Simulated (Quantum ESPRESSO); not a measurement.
# Mo in Quantum ESPRESSO: the effect of smearing width

Slab: Mo, a slab with vacuum.

```
Mo
1.0
     2.84964    0.00000    0.00000
     0.00000    2.84964    0.00000
     0.00000    0.00000   25.07500
Mo
6
Direct
  0.50000 0.50000 0.29910
  0.00000 0.00000 0.37946
  0.50000 0.50000 0.45982
  0.00000 0.00000 0.54018
  0.50000 0.50000 0.62054
  0.00000 0.00000 0.70090
```

The slab is cut from a database's or a generator's crystal, which needn't be the stable form of the element.

Alike in all runs:

* Program: Quantum ESPRESSO 7.5
* Task: work function
* Functional: PBE
* Potentials or basis: PseudoDojo 0.4.1 SR PBE standard
* Cutoff: 1088 eV
* Density cutoff: 4354 eV
* k mesh: 7 × 7 × 1
* Spin: no spin polarisation

| smearing width | occupations | largest force (eV/Å) | work function (eV) |
| --- | --- | --- | --- |
| 0.01 | gaussian, width 0.01 eV | 0.53 | 4.33 |
| 0.025 | gaussian, width 0.025 eV | 0.55 | 4.33 |
| 0.05 | gaussian, width 0.05 eV | 0.54 | 4.33 |
| 0.1 | gaussian, width 0.1 eV | ? | ? |
| 0.2 | gaussian, width 0.2 eV | 0.48 | 4.36 |

What does the run with smearing width 0.1 give?

Largest force 0.52 eV/Å; work function 4.35 eV.

Worked out: A parabola through the other rows of the largest force, of slope -0.26 eV/Å per unit of smearing width there, gives 0.54 eV/Å, against the run's 0.52. A straight line through the other rows of the work function, of slope 0.169 eV per unit of smearing width, gives 4.34 eV, against the run's 4.35.
